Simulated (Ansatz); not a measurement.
Ansatz input

```yaml
crystal:
  lattice:
    - [4.9673934206, 0.0, 0.0]
    - [0.0, 4.9673934206, 0.0]
    - [0.0, 0.0, 4.9673934206]
  atoms:
    - { symbol: Hg, position: [0.0, 0.0, 0.0] }
hamiltonian:
  xc: revpbe
  pseudopotentials:
    kind: paw
    azcp:
      Hg: "pseudopotentials/Hg.paw.azcp"
basis:
  ecutwfc: 420
  fft_grid_basis: typed
kpoints:
  mp_grid: { grid: [7, 7, 7], shift: [0, 0, 0] }
magnetization:
  spin_polarized: false
scf:
  occupations: { method: fermi_dirac, width: 0.1 }
  lower_state_search: "off"
output:
  stress: true
```

and its output:

```
Engine: ansatz 0.2.0, aarch64-unknown-linux-gnu
Pseudopotentials: kind: paw
Pseudopotential: Hg, paw, valence charge 20, recommended cutoff 420 eV (normal) 
Functional definition: revPBE
  parameter kappa = 1.245
  parameter beta = 0.06672455060314922
  exchange = pbe_x(kappa = kappa, mu = beta*pi^2/3)
  correlation = pbe_c(beta = beta)
Crystal: 1 atoms, lattice volume = 122.570 Å³
Basis set: ecut = 420 eV, 2373 PW (Γ)
Bands: 14, of which v1, the nominal top of the filled ones, is band 10 counted from 1 (9 counted from 0)
Symmetry: 48 space group operations
Space group: Pm-3m (ITA 221), of the structure as read, at distance tolerance 5.0e-5 Å
k-points: 20 of 343
Non-local potential: Hg, projectors of the file, l = 0: 3, l = 1: 2, l = 2: 2, l = 3: 1
PAW form: soft (Blöchl's): semilocal exchange-correlation on the pseudo side does not see the compensation charge
PAW frozen core: Hg, regenerated for the run's functional, and the local potential with it (the file was generated under x = pbe(κ = 0.804, μ = 0.2195149727645171), c = pbe(β = 0.06672455060314922))
PAW one-centre angular grid: Hg, 590 points (default); XC on 64 Gauss nodes
Initial density: superposition of atomic densities (neutral atoms: chi_scale 0, normalization atom), corrected by the library's trained network
Initial wavefunctions: pseudopotential atomic-orbital guess
Functional: x = revpbe(κ = 1.245, μ = 0.2195149727645171), c = pbe(β = 0.06672455060314922)
SCF iter   1: F=—  HF=-13824.037447 eV  |F-HF|=—  |Δ(HF+E_count)|=         —  Δρ=8.35e-4  dr2=1.78e-3  ethr=1.77e-3  ⟨swp⟩=4.8  Hψ=1376  notcnv=0
SCF iter   2: F=—  HF=-13824.037152 eV  |F-HF|=—  |Δ(HF+E_count)|=   2.94e-4  Δρ=3.04e-4  dr2=2.13e-4  ethr=8.88e-6  ⟨swp⟩=2.0  Hψ=547  notcnv=0
SCF iter   3: F=—  HF=-13824.037111 eV  |F-HF|=—  |Δ(HF+E_count)|=   4.11e-5  Δρ=1.23e-4  dr2=3.44e-5  ethr=1.06e-6  ⟨swp⟩=2.0  Hψ=300  notcnv=0
SCF iter   4: F=—  HF=-13824.037111 eV  |F-HF|=—  |Δ(HF+E_count)|=   2.68e-7  Δρ=3.17e-5  dr2=1.12e-6  ethr=1.72e-7  ⟨swp⟩=2.0  Hψ=394  notcnv=0
iter 5 did not close the SCF: its close was put off for the readings that it lacked (scf_convergence_deferred on its scf_iter line)
SCF iter   5: F=-13824.037111 eV  HF=-13824.037111 eV  |F-HF|=4.02e-8  |Δ(HF+E_count)|=   2.57e-7  Δρ=6.95e-6  dr2=5.14e-8  ethr=5.61e-9  ⟨swp⟩=2.0  Hψ=400  notcnv=0
SCF iter   6: F=-13824.037111 eV  HF=-13824.037111 eV  |F-HF|=1.46e-11  |Δ(HF+E_count)|=   1.48e-8  Δρ=4.64e-7  dr2=2.36e-10  ethr=2.57e-10  ⟨swp⟩=2.1  Hψ=1022  notcnv=0
SCF 1 converged in 6 iterations: F = -13824.037111 eV  dr2 = 2.36e-10
SCF converged after 6 iterations
Free energy (F): -13824.037111 eV
Harris-Foulkes:  -13824.037111 eV  (|F-HF|=1.46e-11)
Internal energy: -13824.037111 eV  (E = F + TS)
E sigma→0 (E₀):  -13824.037111 eV
Fermi energy:    -0.571856 eV
--- Per-component energies (eV) ---
  E_band       = -672.908238
  E_kinetic    = 605.865963
  E_local      = -4716.316317  (includes V_loc(G=0)·N_el)
  E_nonlocal   = 72.556941
  E_hartree    = 2036.183408
  E_xc         = -220.362182
  E_vxc        = -261.151217  (∫ρ·V_xc dr)
  E_paw        = -9956.953563  (= ΣΔE_a)
  E_vpaw       = -446.232350  (= ΣTr[D̂ρ^β])
  E_aug_tail   = 0.000944  (compensation charges beyond the density's cutoff)
  E_ewald      = -1644.970485
  E_core_change = -0.041818  (= ΣΔE_core)
  E_smearing   = -0.000000  (= −TS)
  E_closure    = -0.000000  (closes the sum)
  Σ components = -13824.037111   (vs F -13824.037111, Δ=0.00e0)
--- Stress (GPa, compression-positive) ---
        0.033191      -0.000000       0.000000
       -0.000000       0.033191       0.000000
        0.000000       0.000000       0.033191
  P = ⅓ Tr σ = 0.0332 GPa (0.332 kbar)
```
